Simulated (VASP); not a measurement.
# N (P4_2/mnm) in VASP: further runs

Runs on N. Level: PBEsol. Tasks: single point.

All numbers are computed with VASP 6.6.1; they aren't measurements. Logs are shortened: lines on timing, memory, paths and dates and some standing lists are left out, and cuts for length are marked.

## 1. Starting point

Symmetry: P4_2/mnm, No. 136, tetragonal system. Conventional cell: a = 4.084 Å, b = 4.084 Å, c = 5.346 Å, α = 90.00°, β = 90.00°, γ = 90.00°. N (site symmetry m2m) has 1 N at 1.11 Å as nearest neighbours.

## 2. Single point, PBEsol

INCAR reads:

```
PREC = Accurate
ENCUT = 460
EDIFF = 1E-6
ISMEAR = 0
SIGMA = 0.05
LREAL = F
LASPH = T
NELM = 100
ALGO = Normal
ISIF = 2
LWAVE = F
LCHARG = F
GGA = PS
ADDGRID = F
```

KPOINTS reads:

```
regular mesh
0
Gamma
  10 10 7
```

POSCAR reads:

```
N
1.0
    4.0840619700      0.0000000000      0.0000000000
    0.0000000000      4.0840619700      0.0000000000
    0.0000000000      0.0000000000      5.3459132500
N
4
Direct
    0.4042752000      0.5957248000      0.5000000000
    0.0957248000      0.0957248000      0.0000000000
    0.5957248000      0.4042752000      0.5000000000
    0.9042752000      0.9042752000      0.0000000000
```

Potentials or basis: VASP PAW PBE potentials, release 64 (N).

Run with:

```console
$ cat potpaw_PBE.64/N/POTCAR > POTCAR
$ mpirun -np 1 vasp_std > vasp.out
```

OUTCAR:

```text
PREC = Accurate
   ENCUT = 460
   EDIFF = 1E-6
   ISMEAR = 0
   LREAL = F
   LASPH = T
   NELM = 100
   ISIF = 2
   GGA = PS

 Found     84 irreducible k-points:

 Following reciprocal coordinates:
            Coordinates               Weight
  0.000000  0.000000  0.000000      1.000000
  0.100000  0.000000  0.000000      4.000000
  0.200000  0.000000  0.000000      4.000000
  0.300000  0.000000  0.000000      4.000000
  0.400000  0.000000  0.000000      4.000000
  0.500000  0.000000  0.000000      2.000000
   k-points           NKPTS =     84   k-points in BZ     NKDIM =     84   number of bands    NBANDS=     14
   number of dos      NEDOS =    301   number of ions     NIONS =      4
   total plane-waves  NPLWV =  36000
   dimension x,y,z NGX =    30 NGY =   30 NGZ =   40
   dimension x,y,z NGXF=    60 NGYF=   60 NGZF=   80
   ions per type =               4
   NGX,Y,Z   is equivalent  to a cutoff of  12.21, 12.21, 12.44 a.u.
   NGXF,Y,Z  is equivalent  to a cutoff of  24.42, 24.42, 24.88 a.u.
 SYSTEM =  unknown system
   PREC   = accura    normal or accurate (medium, high low for compatibility)
   ISTART =      0    job   : 0-new  1-cont  2-samecut
   ICHARG =      2    charge: 1-file 2-atom 10-const
   ISPIN  =      1    spin polarized calculation?
   LNONCOLLINEAR =      F non collinear calculations
   LSORBIT =      F    spin-orbit coupling
   LASPH  =      T    aspherical Exc in radial PAW
   ENCUT  =  460.0 eV  33.81 Ry    5.81 a.u.   7.14  7.14  9.35*2*pi/ulx,y,z
   NELM   =    100;   NELMIN=  2; NELMDL= -5     # of ELM steps
   EDIFF  = 0.1E-05   stopping-criterion for ELM
   LREAL  =      F    real-space projection
   EDIFFG = 0.1E-04   stopping-criterion for IOM
   NSW    =      0    number of steps for IOM
   IBRION =     -1    ionic relax: 0-MD 1-quasi-New 2-CG
   NFREE  =      0    steps in history (QN), initial steepest desc. (CG)
   ISIF   =      2    stress and relaxation
   ISYM   =      2    0-nonsym 1-usesym 2-fastsym
   POTIM  = 0.5000    time-step for ionic-motion
   TEBEG  =    0.0;   TEEND  =   0.0 temperature during run
   PSTRESS=    0.0 pullay stress
   NELECT =      20.0000    total number of electrons
   NUPDOWN=      -1.0000    fix difference up-down
   EMIN   =  10.00;   EMAX   =-10.00  energy-range for DOS
   EFERMI =   0.00;   METHOD = LEGACY
   ISMEAR =     0;   SIGMA  =   0.05  broadening in eV -4-tet -1-fermi 0-gaus
   EFERMI_NEDOS =   21; number of points for ismear=-14 and -15
   IALGO  =     38    algorithm
   IMIX   =      4    mixing-type and parameters
     AMIX     =   0.40;   BMIX     =  1.00
     AMIX_MAG =   1.60;   BMIX_MAG =  1.00
  volume/ion in A,a.u.               =      22.29       150.43
  Fermi-wavevector in a.u.,A,eV,Ry     =   0.994678  1.879669 13.461399  0.989385
  Thomas-Fermi vector in A             =   2.126646
   LORBIT       =      0    0 simple, 1 ext, 2 COOP (PROOUT), +10 PAW based schemes
   GGA     = PS    functional components
   LHFCALC =     F    Hartree Fock is set to
   AEXX    =    0.0000 exact exchange contribution
   IVDW    =     0    specifies the selected vdW correction
   LEPSILON=     F    determine dielectric tensor
   LRPA    =     F    only Hartree local field effects (RPA)
 non-spin polarized calculation
 Gauss-broadening in eV      SIGMA  =   0.05
  energy-cutoff  :      460.00
  volume of cell :       89.17
 maximum number of plane-waves:      2016
 NGX is ok and might be reduce to    30
   NGX = 15   NGY = 15   NGZ = 19

 number of electron      20.0000000 magnetization

 Free energy of the ion-electron system (eV)
  ---------------------------------------------------
  ext. energy  EPLUGINS =         0.00000000
  ---------------------------------------------------
  free energy    TOTEN  =       -34.12261950 eV

  energy without entropy =      -34.12261950  energy(sigma->0) =      -34.12261950

 E-fermi :  -6.0978     XC(G=0):  -6.4904

 val. band max:       -6.3725166932   @ k =   0.5000   0.5000   0.4286
 cond. band min:       0.4604031811   @ k =   0.0000   0.0000   0.0000
 fundamental gap:      6.8329198742
 Fermi energy:        -6.0978336069

 k-point     1 :       0.0000    0.0000    0.0000
  band No.  band energies     occupation
      1     -24.7697      2.00000
      2     -24.7058      2.00000
      3      -9.7142      2.00000
      4      -9.7142      2.00000
      5      -8.4588      2.00000
      6      -7.8875      2.00000
      7      -7.8875      2.00000
      8      -7.7946      2.00000
      9      -7.3819      2.00000
     10      -6.5700      2.00000
     11       0.4604      0.00000
     12       1.3376      0.00000
     13       1.7067      0.00000
     14       1.7067      0.00000

 k-point     2 :       0.1000    0.0000    0.0000
  band No.  band energies     occupation
      1     -24.7669      2.00000
      2     -24.7060      2.00000
      3      -9.7388      2.00000
      4      -9.7369      2.00000
      5      -8.4397      2.00000
      6      -7.9507      2.00000
      7      -7.9039      2.00000
      8      -7.8073      2.00000
      9      -7.2819      2.00000
     10      -6.5564      2.00000
     11       0.5339      0.00000
     12       1.3765      0.00000
     13       1.6860      0.00000
     14       1.6883      0.00000

 k-point     3 :       0.2000    0.0000    0.0000
  band No.  band energies     occupation
      1     -24.7592      2.00000
      2     -24.7073      2.00000
      3      -9.8025      2.00000
      4      -9.7975      2.00000
      5      -8.3850      2.00000
      6      -8.0469      2.00000
      7      -7.9466      2.00000
      8      -7.8446      2.00000
      9      -7.0861      2.00000
     10      -6.5294      2.00000
     11       0.7348      0.00000
     12       1.4714      0.00000
     13       1.6317      0.00000
     14       1.6408      0.00000

 k-point     4 :       0.3000    0.0000    0.0000
  band No.  band energies     occupation
      1     -24.7484      2.00000
      2     -24.7107      2.00000
      3      -9.8795      2.00000
      4      -9.8738      2.00000
      5      -8.3017      2.00000
      6      -8.1038      2.00000
      7      -7.9993      2.00000
      8      -7.9075      2.00000
      9      -6.8874      2.00000
     10      -6.5161      2.00000
     11       1.0100      0.00000
     12       1.5660      0.00000
     13       1.5679      0.00000
     14       1.5804      0.00000

 k-point     5 :       0.4000    0.0000    0.0000
  band No.  band energies     occupation
      1     -24.7367      2.00000
      2     -24.7167      2.00000
      3      -9.9399      2.00000
      4      -9.9364      2.00000
      5      -8.2005      2.00000
      6      -8.1145      2.00000
      7      -8.0506      2.00000
      8      -7.9926      2.00000
      9      -6.7230      2.00000
     10      -6.5369      2.00000
     11       1.2882      0.00000
     12       1.5184      0.00000
     13       1.5284      0.00000
     14       1.5893      0.00000

 k-point     6 :       0.5000    0.0000    0.0000
  band No.  band energies     occupation
      1     -24.7257      2.00000
      2     -24.7257      2.00000
      3      -9.9615      2.00000
      4      -9.9615      2.00000
      5      -8.0936      2.00000
      6      -8.0936      2.00000
      7      -8.0923      2.00000
      8      -8.0923      2.00000
      9      -6.6048      2.00000
     10      -6.6048      2.00000
     11       1.4968      0.00000
     12       1.4968      0.00000
     13       1.5036      0.00000
     14       1.5036      0.00000

 [... further k-points ...]

------------------------ aborting loop because EDIFF is reached ----------------------------------------

  FORCE on cell =-STRESS in cart. coord.  units (eV):
  Direction    XX          YY          ZZ          XY          YZ          ZX
  --------------------------------------------------------------------------------------
  -------------------------------------------------------------------------------------
  Total        0.7935572      0.7935572     -0.3261212      0.0000000      0.0000000      0.0000000
  in kB       14.2587774     14.2587774     -5.8598040      0.0000000      0.0000000      0.0000000
  external PRESSURE =       7.5525836 kB  Pullay stress =       0.0000000 kB

 VOLUME and BASIS-vectors are now :
 -----------------------------------------------------------------------------
  energy-cutoff  :      460.00
  volume of cell :       89.17
      direct lattice vectors                 reciprocal lattice vectors
     4.084061970  0.000000000  0.000000000     0.244854267  0.000000000  0.000000000
     0.000000000  4.084061970  0.000000000     0.000000000  0.244854267  0.000000000
     0.000000000  0.000000000  5.345913250     0.000000000  0.000000000  0.187058778

 POSITION                                       TOTAL-FORCE (eV/Angst)
 -----------------------------------------------------------------------------------
      1.65108      2.43298      2.67296        -0.743599      0.743599     -0.000000
      0.39095      0.39095      0.00000         0.743599      0.743599     -0.000000
      2.43298      1.65108      2.67296         0.743599     -0.743599     -0.000000
      3.69312      3.69312      0.00000        -0.743599     -0.743599      0.000000
 -----------------------------------------------------------------------------------
    total drift:                               -0.000000     -0.000000      0.000000

  FREE ENERGIE OF THE ION-ELECTRON SYSTEM (eV)
  ---------------------------------------------------
  free  energy   TOTEN  =       -34.1226195028 eV

  energy  without entropy=      -34.1226195028  energy(sigma->0) =      -34.12261950
```

It took 52 s on 1 thread of Intel Xeon Platinum 8259CL at 2.50GHz (Skylake/Cascade Lake), shared host; peak memory 0.21 GiB.

The run converged, but some of its settings lie outside the range that counts as converged, so its numbers aren't taken as properties of the crystal.

Results:

- Free energy: -34.1226 eV
- Pressure: 0.8 GPa
- Largest force: 1.052 eV/Å
- Band gap on the k mesh: 6.83 eV, indirect (least direct gap 7.03 eV)

Caveat: the cutoff is under 1.25 times the usual one of these potentials, so pressure, stress and relaxed cells hold a basis-set (Pulay) error; the standard files for N, O and F lose accuracy on very short bonds; the PAW data sets were made with another functional, which shifts forces and pressure a little; an odd mesh through Γ misses points on the zone boundary, where band edges often lie.

## 3. Single point, PBEsol

Changes to INCAR since step 2:

```diff
@@ -1,3 +1,3 @@
 PREC = Accurate
-ENCUT = 460
+ENCUT = 520
 EDIFF = 1E-6
```

KPOINTS is that of step 2.

POSCAR is that of step 2.

Potentials or basis: VASP PAW PBE potentials, release 64 (N).

Run with:

```console
$ cat potpaw_PBE.64/N/POTCAR > POTCAR
$ mpirun -np 1 vasp_std > vasp.out
```

It took 57 s on 1 thread of Intel Xeon Platinum 8259CL at 2.50GHz (Skylake/Cascade Lake), shared host; peak memory 0.22 GiB.

These settings aren't checked as converged: the numbers below hold their error.

Results:

```yaml
Free_energy: -34.1367 eV
Pressure: 1.2 GPa
Largest_force: 0.868 eV/Å
Band_gap_on_the_k_mesh: 6.83 eV, indirect (least direct gap 7.03 eV)
```

Caveat: the standard files for N, O and F lose accuracy on very short bonds; the PAW data sets were made with another functional, which shifts forces and pressure a little; an odd mesh through Γ misses points on the zone boundary, where band edges often lie.
